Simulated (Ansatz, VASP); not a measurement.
**Two plane-wave programs on AlNi**

INCAR

```
ALGO = Normal
EDIFF = 1E-6
ENCUT = 520
GGA = PE
ISIF = 2
ISMEAR = -1
LASPH = True
LCHARG = False
LREAL = False
LWAVE = False
NBANDS = 14
NELM = 80
PREC = Accurate
SIGMA = 0.1
```

File KPOINTS:

```
k-points
0
Gamma
  15 15 15
```

POSCAR

```
AlNi
1.0
    0.0000000000      2.3280875632      2.3280875632
    2.3280875632      0.0000000000      2.3280875632
    2.3280875632      2.3280875632      0.0000000000
Ni Al
1 1
Direct
    0.0000000000      0.0000000000      0.0000000000
    0.5000000000      0.5000000000      0.5000000000
```

Input for Ansatz:

```yaml
crystal:
  lattice:
    - [0.0, 2.3280875632, 2.3280875632]
    - [2.3280875632, 0.0, 2.3280875632]
    - [2.3280875632, 2.3280875632, 0.0]
  atoms:
    - { symbol: Ni, position: [0.0, 0.0, 0.0] }
    - { symbol: Al, position: [0.5, 0.5, 0.5] }
kpoints:
  mp_grid: { grid: [15, 15, 15] }
scf:
  occupations: { method: fermi_dirac, width: 0.1 }
hamiltonian:
  xc: pbe
  pseudopotentials: { kind: paw }
output:
  forces: true
  stress: true
  eigenvalues: true
  populations: true
  write_density: true
  write_potential: true
  elf: true
  volumetric_format: npy
```

Change from the starting cell: volume scaled by 0.88, PAW files.

Alike in both runs: task single point; functional PBE; k mesh 15 × 15 × 15; occupations fermi-dirac, width 0.1 eV; no spin polarisation.

```csv
,VASP,Ansatz
version,VASP 6.6.1,Ansatz 0.2.0
potentials or method,"VASP PAW PBE potentials, release 64 (Ni, Al)","PAW with Ansatz's default frozen-core files, scalar-relativistic"
plane-wave cutoff (eV),520,420
valence electrons in the cell,13,21
```

```csv
,VASP,Ansatz,Ansatz less VASP
pressure (GPa),18.3,18.5,+0.22
```

The two sets of potentials don't hold the same shells in valence.

Caveats: so large a pressure means that the cell lies far from this level's equilibrium, or that cutoff or potentials fall short (VASP). Spin polarisation is off, so any magnetic state and its effect on volume and gap are missing.
